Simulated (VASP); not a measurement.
Write the native input for VASP 6.6.1 that does the following.

```yaml
Task: relaxation of cell and atoms
Functional: PBEsol
Potentials_or_basis: VASP PAW PBE potentials, release 64 (Mg, Te)
Cutoff: 600 eV
k_mesh: 9 × 9 × 4
Occupations: gaussian, width 0.03 eV
Spin: no spin polarisation
Further_INCAR_settings: ALGO = Normal; EDIFF = 1e-07; IBRION = 2; EDIFFG = -0.005; NSW = 90; ISIF = 3
```

The structure of MgTe lies in POSCAR:

```
MgTe                                    
1.0
    4.5610422184      0.0000000000     -0.0000000000
   -2.2805211092      3.9499784288      0.0000000000
   -0.0000000000      0.0000000000      7.4149902707
  Mg              Te            
     2     2
Direct
     0.3333333332999970    0.6666666667000030    0.0041720787091580
     0.6666666667000030    0.3333333332999970    0.5041720787091580
     0.3333333332999970    0.6666666667000030    0.3808279212908400
     0.6666666667000030    0.3333333332999970    0.8808279212908400
```

One way to write it, as run:

INCAR

```
SYSTEM = MgTe
  ALGO = Normal
  EDIFF = 1E-7
  EDIFFG = -0.005
  ENCUT = 600
  GGA = PS
  IBRION = 2
  ISIF = 3
  ISMEAR = 0
  LASPH = .TRUE.
  LCHARG = .FALSE.
  LREAL = .FALSE.
  LWAVE = .FALSE.
  NELM = 80
  NSW = 90
  PREC = Accurate
  SIGMA = 0.03
```

KPOINTS

```
k-points
0
G
  9 9 4
  0 0 0
```

Potentials or basis: VASP PAW PBE potentials, release 64 (Mg, Te).

Command:

```sh
$ cat potpaw_PBE.64/Mg/POTCAR potpaw_PBE.64/Te/POTCAR > POTCAR
$ mpirun -np 1 vasp_std > vasp.out
```

It gave:

The pressure after relaxing is 0.0 GPa. The band gap on the k mesh is 2.39 eV, direct.

Caveat: the relaxation stopped at its first step, so nothing moved; the PAW data sets were made with another functional, which shifts forces and pressure a little; spin-orbit coupling is left out, which moves the levels of the heavy elements.

Wall time 75 s on 1 thread of Intel(R) Xeon(R) Platinum 8488C (Sapphire Rapids), with other jobs on the host, peak memory 0.3 GiB.
